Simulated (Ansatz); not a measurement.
# S: energy along a strain

S, Fm-3m, a = 3.989 Å (as given, not relaxed at this level: -3.9 GPa). This isn't the element's structure at ambient conditions. Ansatz: PBE+D3(BJ), PAW, 420 eV, Γ-centred 20×20×20 mesh on 1 atom, Gaussian smearing 0.15 eV; no spin polarisation. Cell vectors (Å): 0.000 1.994 1.994; 1.994 0.000 1.994; 1.994 1.994 0.000. The cell is strained by x per cent times the pattern (1 0 0 0 0 0) in the order xx yy zz yz xz xy (engineering shears), with fractional coordinates held. y is the free energy over the start, V0 = 15.865 Å³/atom.

```
x (%) y (meV/atom)
-4.00             ?
-3.00        -10.77
-2.00         -7.38
 0.00          0.00
 1.00          3.88
 2.00          7.84
 3.00         11.87
 4.00         15.99
```

Question: Fit y = c1 x + c2 x² + c3 x³ to the other rows, get the stiffness along the pattern, and predict the missing energy.

Answer: Least squares on the rows shown. y = 3.8159 x + 0.061386 x² − 0.0041550 x³. The clamped-ion stiffness p·C·p = 2 × 0.6139 eV × 160.2 / 15.865 Å³ = 12.4 GPa, which is C11 in these axes (second derivative at the start, which stands under stress). With a term in x⁴ added, the coefficient of x² becomes 0.05394, 12 % less, which shows how far this figure hangs on the form. At x = -4.00 the fit asked for gives -14.02 meV/atom. The run gave -13.96 meV/atom, so the fit is 0.06 meV/atom too low, a small miss on the scale of the series.

Spin polarisation was left out, and a magnetic state may lie lower.